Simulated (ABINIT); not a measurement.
**Sb: single point with PBEsol**

Crystal: Sb.

```
Sb
1.0
    -1.87134    1.87134    1.87134
     1.87134   -1.87134    1.87134
     1.87134    1.87134   -1.87134
Sb
1
Direct
  0.00000 0.00000 0.00000
```

This isn't the form of Sb at room conditions, which is rhombohedral.

```
Program             : ABINIT 10.8.3 (patched build)
Task                : single point
Functional          : PBEsol
Potentials or basis : PseudoDojo NC SR PBEsol v0.4.1 standard
Cutoff              : 980 eV
k mesh              : 8 × 8 × 8
Occupations         : fermi-dirac, width 0.05 eV
Spin                : no spin polarisation
```

```yaml
Pressure: -2.6 GPa
Band_gap_on_the_k_mesh: none (metal or under the smearing width)
Valence_electrons_inside_the_program's_atomic_spheres: Sb 11.17 (radii [1.0584] Å)
```

Levels at points of the mesh, in eV from the Fermi level:
```csv
k point,band 5,band 6,band 7,band 8,band 9,band 10,band 11,band 12
"(0.00, 0.00, 0.00)",-29.02,-12.98,5.77,5.77,5.77,11.52,11.53,11.53
"(0.50, 0.00, 0.00)",-28.97,-8.77,-5.66,1.85,3.93,6.69,7.27,14.23
"(0.50, 0.50, 0.50)",-28.98,-5.41,-1.95,-1.95,-1.95,3.03,3.03,18.57
```

It took 17 s on 1 thread of Arm Neoverse V1, on a shared host, peak memory 0.07 GiB.

Spin-orbit coupling is left out, which matters for the levels of Sb.
